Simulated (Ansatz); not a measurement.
# Si: a tetragonal deformation path

An exercise on one series of results from a longer session: the logs are not shown, and one member is left open.

Method: DFT r2SCAN, scalar-relativistic, plane waves, PAW, in Ansatz 0.2.0.

## The structure to begin with

It takes space group I4/mmm (No. 139, tetragonal). Conventional cell: a = 3.254 Å, b = 3.254 Å, c = 2.641 Å, α = 90.00°, β = 90.00°, γ = 90.00°. Si (site symmetry 4/mmm) has 10 Si at 2.64 to 2.65 Å as nearest neighbours.

Structure file:

```cif
data_structure
_symmetry_space_group_name_H-M 'P 1'
_symmetry_Int_Tables_number 1
_cell_length_a 2.6527
_cell_length_b 2.6527
_cell_length_c 2.6527
_cell_angle_alpha 104.343
_cell_angle_beta 104.343
_cell_angle_gamma 120.301
_cell_volume 13.98
loop_
_atom_site_label
_atom_site_type_symbol
_atom_site_fract_x
_atom_site_fract_y
_atom_site_fract_z
_atom_site_occupancy
Si1 Si 0.00000 0.00000 0.00000 1
```

It goes back to an entry of the Materials Project, which need not be the stable form.

The cell is taken as given, not relaxed at this level.

## Zero of energy

Reference values: F = -638.3967 eV; pressure -0.07 GPa; largest force 0.000 eV/Å; gap on the mesh none (metal). It was computed beforehand with the settings of the runs below.

The first run:

At fixed volume and fractional coordinates, lengths along (0.000, 0.000, 1.000) are scaled against those across it; ρ is that ratio over its starting value.

The input, input.yaml:

```yaml
crystal:
  lattice:
    - [-1.7174807157, 1.7174807157, 1.1847545694]
    - [1.7174807157, -1.7174807157, 1.1847545694]
    - [1.7174807157, 1.7174807157, -1.1847545694]
  atoms:
    - { symbol: Si, position: [0.0, 0.0, 0.0] }
basis:
  ecutwfc: 500
kpoints:
  mp_grid: { grid: [26, 26, 26] }
hamiltonian:
  xc: r2scan
scf:
  occupations: { method: gaussian, width: 0.15 }
output:
  forces: true
  stress: true
  eigenvalues: true
```

Started as:

```
> ansatz run input.yaml --threads 1 --pin off --max-ram 2560MiB --backend cpu --events-out ev --progress --plain --runs-dir out
```

Among the steps run: At ρ = 0.850; Point ρ = 1.200; At ρ = 0.920; Point ρ = 1.100; ρ = 0.960; Point ρ = 1.050; ρ = 0.800; At ρ = 1.300.

One table of the session follows, with a row left open; its other results are not shown here.

Collected from the runs (energy zero: the undisturbed cell):

```
    ρ  ΔE (meV/atom)  pressure (GPa)
0.800          127.1             9.2
0.850           44.4             4.7
0.920            0.3             1.4
0.960           -4.1             0.3
1.000            0.0            -0.1
1.050           12.3            -0.1
1.100              ?               ?
1.200           58.9             1.0
1.300           55.4             0.8
```

Q: Estimate the row for ρ = 1.100 from the others.

Worked estimate for «ΔE (meV/atom)». A straight line through the neighbours (1.050, 12.3) and (1.200, 58.9) gives 12.3 + (58.9 − 12.3) × (1.100 − 1.050) / (1.200 − 1.050) = 27.8; a parabola fitted to 4 rows on both sides gives 35.1.

As computed: ΔE (meV/atom): 28.6; pressure (GPa): 0.2. In «ΔE (meV/atom)» the line misses by -0.8 and the parabola by +6.5.
